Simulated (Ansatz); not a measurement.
# Preparing TiO2 (Pbcn) as a host crystal

Aim: the runs on the perfect crystal TiO2 (Pbcn) that a defect calculation needs first.

Program: Ansatz 0.2.0. Level of theory: plane-wave PAW DFT, r2SCAN; relaxation of the host's cell and atoms; PAW set soft_1, in the first sound run; inputs show where later runs differ. Results are calculated unless marked as measured.

Report form: the programs' logs are mostly left out.

**1. Starting point**

Symmetry: Pbcn, No. 60, orthorhombic system. Conventional cell: a = 4.545 Å, b = 5.520 Å, c = 4.909 Å, α = 90.00°, β = 90.00°, γ = 90.00°. Nearest to Ti lie 6 O at 1.88 to 2.09 Å. Nearest to O lie 3 Ti at 1.88 to 2.09 Å. Farther neighbours and most contacts between anions are not listed.

**2. Host cell relaxation**

Lattice and positions are set free, within the symmetry that the program keeps.

cell/input.yaml reads:

```yaml
crystal:
  lattice:
    - [4.5453496, 0.0, 0.0]
    - [0.0, 5.5196194, 0.0]
    - [0.0, 0.0, 4.9091969]
  atoms:
    - { symbol: Ti, position: [0.5, 0.67299093, 0.75] }
    - { symbol: Ti, position: [0.0, 0.82700907, 0.25] }
    - { symbol: Ti, position: [0.5, 0.32700907, 0.25] }
    - { symbol: Ti, position: [0.0, 0.17299093, 0.75] }
    - { symbol: O, position: [0.72854938, 0.61827536, 0.08135092] }
    - { symbol: O, position: [0.22854938, 0.88172464, 0.91864908] }
    - { symbol: O, position: [0.77145062, 0.88172464, 0.58135092] }
    - { symbol: O, position: [0.27145062, 0.61827536, 0.41864908] }
    - { symbol: O, position: [0.72854938, 0.38172464, 0.58135092] }
    - { symbol: O, position: [0.22854938, 0.11827536, 0.41864908] }
    - { symbol: O, position: [0.77145062, 0.11827536, 0.08135092] }
    - { symbol: O, position: [0.27145062, 0.38172464, 0.91864908] }
basis:
  ecutwfc: 500
  xc_grid: 2
hamiltonian:
  xc: r2scan
  pseudopotentials: { kind: paw, azcp: { folder: soft_1 } }
kpoints:
  mp_grid: { grid: [6, 5, 6] }
scf:
  occupations: { method: fixed }
  max_iter: 100
relax:
  f_tol: 0.005
  max_steps: 60
  cell: {}
output:
  forces: true
  stress: true
checkpoint:
  write: "../cell.run"
  compress: false
  write_wavefunctions: false
  write_every: 100000
```

Command:

```bash
$ ansatz run input.yaml --threads 32 --pin off --max-ram 56524MiB --backend cuda --events-out ev --progress --plain --runs-dir out --max-vram 78GiB
```

Elapsed: 7.4 s, on 1 × NVIDIA GB200 with 32 threads of Arm Neoverse V2, shared host; peak memory 1 GiB; 26 s of CPU time.

Step by step:

```
step  energy less that of the first step (eV)  largest force component (eV/Å)  pressure (GPa)  volume (Å³)
   1                                   0.0000                          0.0982           -1.13       123.16
   2                                  -0.0029                          0.0837           -0.29       122.75
   3                                  -0.0041                          0.0605            0.17       122.54
   4                                  -0.0047                          0.0333           -0.13       122.71
   5                                  -0.0053                          0.0100            0.05       122.69
   6                                  -0.0054                          0.0010            0.00       122.69
   7                                  -0.0050                          0.0010            0.01       122.69
```

The log counts 1 steps on a newly chosen plane-wave basis, not all of them marked here; energy and pressure can jump at such steps.

| conventional cell, symmetrised | before | after | change |
| --- | --- | --- | --- |
| a (Å) | 4.545 | 4.546 | +0.0 % |
| b (Å) | 5.520 | 5.514 | -0.1 % |
| c (Å) | 4.909 | 4.895 | -0.3 % |
| volume (Å³/atom) | 10.26 | 10.22 | -0.4 % |

The atoms that moved most (Å, as changes of fractional coordinates times the final cell):

```
atom     dx      dy     dz  length
 Ti1  0.000   0.016  0.000   0.016
 Ti3  0.000  -0.016  0.000   0.016
 Ti4  0.000   0.016  0.000   0.016
 Ti2  0.000  -0.016  0.000   0.016
```

This step gave:

| Quantity | Value |
| --- | --- |
| pressure | 0.006531 GPa |

The relaxation ends with a largest force component of 0.0010 eV/Å and a pressure of 0.01 GPa.

**3. Dielectric tensors of the host**

The response to a uniform electric field gives the electronic dielectric tensor.

This step: plane-wave PAW DFPT, PBEsol; dielectric tensors, Born charges and zone-centre modes of the host; PAW set soft_1 (Ansatz 0.2.0).

eps/input.yaml reads:

```yaml
crystal:
  lattice:
    - [4.54609151, 0.0, 0.0]
    - [0.0, 5.5138422674, 0.0]
    - [0.0, 0.0, 4.894635538]
  atoms:
    - { symbol: Ti, position: [0.5, 0.67581718, 0.75] }
    - { symbol: Ti, position: [0.0, 0.82418282, 0.25] }
    - { symbol: Ti, position: [0.5, 0.32418282, 0.25] }
    - { symbol: Ti, position: [0.0, 0.17581718, 0.75] }
    - { symbol: O, position: [0.7288711856, 0.618162231, 0.0808341832] }
    - { symbol: O, position: [0.2288711856, 0.881837769, 0.9191658168] }
    - { symbol: O, position: [0.7711288144, 0.881837769, 0.5808341832] }
    - { symbol: O, position: [0.2711288144, 0.618162231, 0.4191658168] }
    - { symbol: O, position: [0.7288711856, 0.381837769, 0.5808341832] }
    - { symbol: O, position: [0.2288711856, 0.118162231, 0.4191658168] }
    - { symbol: O, position: [0.7711288144, 0.118162231, 0.0808341832] }
    - { symbol: O, position: [0.2711288144, 0.381837769, 0.9191658168] }
basis:
  ecutwfc: 420
hamiltonian:
  xc: pbesol
  pseudopotentials: { kind: paw, azcp: { folder: soft_1 }, xc_functional: pbe }
kpoints:
  mp_grid: { grid: [5, 5, 5] }
scf:
  occupations: { method: fixed }
  max_iter: 100
phonons:
  method: dfpt
  dielectric: true
  rigid_motions: translations
```

Wall time 14 s (1 × NVIDIA GB200 with 32 threads); peak memory 3.1 GiB.

Electronic dielectric tensor:

```
8.12 0.00 0.00
0.00 6.56 0.00
0.00 0.00 7.66
```

Static dielectric tensor:

```
96.87  0.00  0.00
 0.00 32.60  0.00
 0.00  0.00 88.34
```

The principal values of the electronic dielectric tensor are 6.56, 7.66 and 8.12. The principal values of the static dielectric tensor are 32.60, 88.34 and 96.87.

**4. Primitive cell on a dense mesh**

A dense mesh gives the host's converged energy, against which the supercell's sampling is tested.

This step: plane-wave PAW DFT, r2SCAN; single point of the host's primitive cell on a dense mesh; PAW set soft_1 (Ansatz 0.2.0).

dense/input.yaml, as its differences from eps/input.yaml of step 3:

```diff
@@ -19,14 +19,11 @@
 basis:
-  ecutwfc: 420
+  ecutwfc: 500
+  xc_grid: 2
 hamiltonian:
-  xc: pbesol
-  pseudopotentials: { kind: paw, azcp: { folder: soft_1 }, xc_functional: pbe }
+  xc: r2scan
+  pseudopotentials: { kind: paw, azcp: { folder: soft_1 } }
 kpoints:
-  mp_grid: { grid: [5, 5, 5] }
+  mp_grid: { grid: [6, 5, 6] }
 scf:
-  occupations: { method: fixed }
-  max_iter: 100
-phonons:
-  method: dfpt
-  dielectric: true
-  rigid_motions: translations
+  occupations: { method: fermi_dirac, width: 0.01 }
+  max_iter: 80
```

It took 1.2 s on 1 × NVIDIA GB200 with 32 threads; peak memory 1.1 GiB; 3 s of CPU time.

**5. Self-consistent run**

This step: plane-wave PAW DFT, r2SCAN; single point of the defect-free supercell, a test of its k-points; PAW set soft_1 (Ansatz 0.2.0).

System of this step: TiO2 (Pbcn). The cell holds 96 atoms: 32 Ti and 64 O. Cell: a = 9.092 Å, b = 11.028 Å, c = 9.789 Å, α = 90.0°, β = 90.0°, γ = 90.0°.

pristine.sampling/input.yaml reads:

```yaml
crystal:
  lattice:
    - [9.09218302, 0.0, 0.0]
    - [0.0, 11.0276845349, 0.0]
    - [0.0, 0.0, 9.7892710761]
  atoms:
    - { symbol: Ti, position: [0.25, 0.33790859, 0.375] }
    - { symbol: Ti, position: [0.0, 0.41209141, 0.125] }
    - { symbol: Ti, position: [0.25, 0.16209141, 0.125] }
    - { symbol: Ti, position: [0.0, 0.08790859, 0.375] }
    - { symbol: O, position: [0.3644355928, 0.3090811155, 0.0404170916] }
    - { symbol: O, position: [0.1144355928, 0.4409188845, 0.4595829084] }
    - { symbol: O, position: [0.3855644072, 0.4409188845, 0.2904170916] }
    - { symbol: O, position: [0.1355644072, 0.3090811155, 0.2095829084] }
    - { symbol: O, position: [0.3644355928, 0.1909188845, 0.2904170916] }
    - { symbol: O, position: [0.1144355928, 0.0590811155, 0.2095829084] }
    - { symbol: O, position: [0.3855644072, 0.0590811155, 0.0404170916] }
    - { symbol: O, position: [0.1355644072, 0.1909188845, 0.4595829084] }
    - { symbol: Ti, position: [0.25, 0.33790859, 0.875] }
    - { symbol: Ti, position: [0.0, 0.41209141, 0.625] }
    - { symbol: Ti, position: [0.25, 0.16209141, 0.625] }
    - { symbol: Ti, position: [0.0, 0.08790859, 0.875] }
    - { symbol: O, position: [0.3644355928, 0.3090811155, 0.5404170916] }
    - { symbol: O, position: [0.1144355928, 0.4409188845, 0.9595829084] }
    - { symbol: O, position: [0.3855644072, 0.4409188845, 0.7904170916] }
    - { symbol: O, position: [0.1355644072, 0.3090811155, 0.7095829084] }
    - { symbol: O, position: [0.3644355928, 0.1909188845, 0.7904170916] }
    - { symbol: O, position: [0.1144355928, 0.0590811155, 0.7095829084] }
    - { symbol: O, position: [0.3855644072, 0.0590811155, 0.5404170916] }
    - { symbol: O, position: [0.1355644072, 0.1909188845, 0.9595829084] }
    - { symbol: Ti, position: [0.25, 0.83790859, 0.375] }
    - { symbol: Ti, position: [0.0, 0.91209141, 0.125] }
    - { symbol: Ti, position: [0.25, 0.66209141, 0.125] }
    - { symbol: Ti, position: [0.0, 0.58790859, 0.375] }
    - { symbol: O, position: [0.3644355928, 0.8090811155, 0.0404170916] }
    - { symbol: O, position: [0.1144355928, 0.9409188845, 0.4595829084] }
[... 60 atom lines left out ...]
    - { symbol: O, position: [0.8855644072, 0.9409188845, 0.7904170916] }
    - { symbol: O, position: [0.6355644072, 0.8090811155, 0.7095829084] }
    - { symbol: O, position: [0.8644355928, 0.6909188845, 0.7904170916] }
    - { symbol: O, position: [0.6144355928, 0.5590811155, 0.7095829084] }
    - { symbol: O, position: [0.8855644072, 0.5590811155, 0.5404170916] }
    - { symbol: O, position: [0.6355644072, 0.6909188845, 0.9595829084] }
basis:
  ecutwfc: 500
  xc_grid: 2
hamiltonian:
  xc: r2scan
  pseudopotentials: { kind: paw, azcp: { folder: soft_1 } }
kpoints:
  mp_grid: { grid: [1, 1, 1], shift: [0.25, 0.25, 0.25] }
scf:
  occupations: { method: fermi_dirac, width: 0.01 }
  max_iter: 80
```

It took 1.4 s on 1 × NVIDIA GB200 with 32 threads; peak memory 1.4 GiB.

Numbers from this step:

| Property | Result |
| --- | --- |
| energy over dense mesh | -4.36e-6 eV/atom |

**6. Defect free supercell relaxed from its symmetric sites**

This cell, the one that will hold the defects, is built from the relaxed host. Its coarser k-points can move the atoms a little, so it is relaxed from the symmetric sites, as the reference for the test of stability.

This step: plane-wave PAW DFT, r2SCAN; relaxation of the defect-free supercell from its symmetric sites; PAW set soft_1 (Ansatz 0.2.0).

pristine.symmetric/input.yaml, as its differences from pristine.sampling/input.yaml of step 5:

```diff
@@ -54 +54,12 @@
   max_iter: 80
+output:
+  forces: true
+relax:
+  f_tol: 0.01
+  max_steps: 60
+  escape_saddle: false
+checkpoint:
+  write: "../pristine.symmetric.run"
+  compress: false
+  write_wavefunctions: false
+  write_every: 100000
```

Elapsed: 2.2 s, on 1 × NVIDIA GB200 with 32 threads; peak memory 1.5 GiB; 7.3 s of CPU time.

Hardly anything moved in the relaxation; the energy changed by under 0.2 meV an atom.

**7. Defect free supercell relaxed from displaced atoms**

This step: plane-wave PAW DFT, r2SCAN; relaxation of the defect-free supercell from random displacements, a test of the host's stability; PAW set soft_1 (Ansatz 0.2.0).

pristine.rattled/input.yaml, as its differences from pristine.symmetric/input.yaml of step 6:

```diff
@@ -58,6 +58,6 @@
   f_tol: 0.01
-  max_steps: 60
-  escape_saddle: false
+  max_steps: 120
+  random_displacement: { amplitude: 0.08, seed: 7695 }
 checkpoint:
-  write: "../pristine.symmetric.run"
+  write: "../pristine.rattled.run"
   compress: false
```

It took 5.1 s on 1 × NVIDIA GB200 with 32 threads; peak memory 1.5 GiB; 20 s of CPU time.

The steps of the relaxation:

| step | energy less that of the first step (eV) | largest force component (eV/Å) |
| --- | --- | --- |
| 1 | 0.0000 | 3.0136 |
| 2 | -3.5656 | 1.0874 |
| 3 | -4.5445 | 0.1135 |
| 4 | -4.5558 | 0.0183 |
| 5 | -4.5548 | 0.0167 |
| 6 | -4.5562 | 0.0038 |

Relaxation step 5 was tried and not accepted.

The relaxation ends 47 meV an atom lower than the displaced start, with a largest force component of 0.0038 eV/Å.

**8. Results**

| Item | Value |
| --- | --- |
| primitive cell vectors, lengths | 4.546, 5.514, 4.895 Å |
| electronic dielectric constant | principal values (6.56, 7.66, 8.12) |
| static dielectric constant | principal values (32.60, 88.34, 96.87) |
| gap on the k-mesh of the response run (PBEsol) | 2.67 eV |
| supercell relaxed in its symmetry less the displaced and relaxed one | 0.000 eV |
| energy an atom at one point at (¼, ¼, ¼) less that on the dense mesh | 0.000 eV |

What this shows: Step 7: The energy fell by 4.556 eV from the randomly displaced start; the atoms end within 0.005 Å of the sites as typed, once the mean shift is taken out. The displaced cell ends within 0.01 eV of the symmetric one relaxed in its symmetry, so no lower structure shows in this supercell. The k-mesh can miss the band edges, so this gap is an upper bound at this level. All at zero temperature.

[Logs are printed without paths, hosts, clocks, repeated set-up lines and the standing remarks that a program may print on its own settings, such as how far it seeks lower states.]

[Hosts, paths, dates, database ids (printed as entryN), source tags and the programs' standing remarks are cut or masked in the printed files.]

[Runs of the host that timed out are not shown.]

[For some hosts the program warned that the k-mesh of the response run may be too coarse for force constants and the static dielectric constant; such warnings are not always shown.]
